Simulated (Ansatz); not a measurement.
# Nb3H: the cost of one run

Method: DFT LDA, scalar-relativistic, plane waves, PAW, in Ansatz 0.2.0.

## 1. Starting point

Symmetry: Fm-3m, No. 225, cubic system. Conventional cell: a = 4.230 Å, b = 4.230 Å, c = 4.230 Å, α = 90.00°, β = 90.00°, γ = 90.00°. Around Nb (site symmetry m-3m) lie 12 Nb at 2.99 Å.

Coordinates:

```
Nb
1.0
     0.00000    2.11500    2.11500
     2.11500    0.00000    2.11500
     2.11500    2.11500    0.00000
Nb
1
Cartesian
  0.0000 0.0000 0.0000
```

The structure comes from the Crystallography Open Database.

## 8. Setting up the map

Atoms count from 1 in the order of the input.

H is moved along a line over the surface and along the normal, above a rigid substrate.

- position of H4 along the second surface vector, from above Nb3: 6 values from 0.00 to 2.44 Å, periodic
- height of H4 above the plane of Nb3: 7 values from 0.85 to 3.71 Å

Nothing else is relaxed. Points are written as (first, second).

(The set-up runs are not shown.)

## 9. The run at (0.98 Å, 1.69 Å)

The input, input.yaml:

```yaml
crystal:
  lattice:
    - [2.9270177637, 0.0, 0.0]
    - [0.0, 2.9270177637, 0.0]
    - [0.0, 0.0, 21.1957939222]
  atoms:
    - { symbol: Nb, position: [0.5, 0.5, 0.1887166867] }
    - { symbol: Nb, position: [0.0, 0.0, 0.2876907936] }
    - { symbol: Nb, position: [0.5, 0.5, 0.3866707684] }
    - { symbol: H, position: [0.5, 0.8333333333, 0.4664035685], spin: 1.0 }
basis:
  ecutwfc: 420
kpoints:
  mp_grid: { grid: [9, 9, 1] }
hamiltonian:
  xc: lda
scf:
  occupations: { method: gaussian, width: 0.1 }
output:
  forces: true
  eigenvalues: true
  populations: true
  write_density: true
  write_potential: true
  elf: true
  volumetric_format: npy
magnetization:
  spin_polarized: true
efield:
  axis: 3
  dipole_correction: true
  ramp_width: 0.04
```

Run with:

```sh
> ansatz run input.yaml --threads 1 --pin off --max-ram 3072MiB --backend cpu --events-out ev --progress --plain --runs-dir out
```

**Question.** How long does this run take on 1 thread of Intel Xeon Platinum 8259CL at 2.50GHz (Skylake/Cascade Lake), shared host, and how much memory does it need?

About 46 s, with a peak of 0.51 GiB.
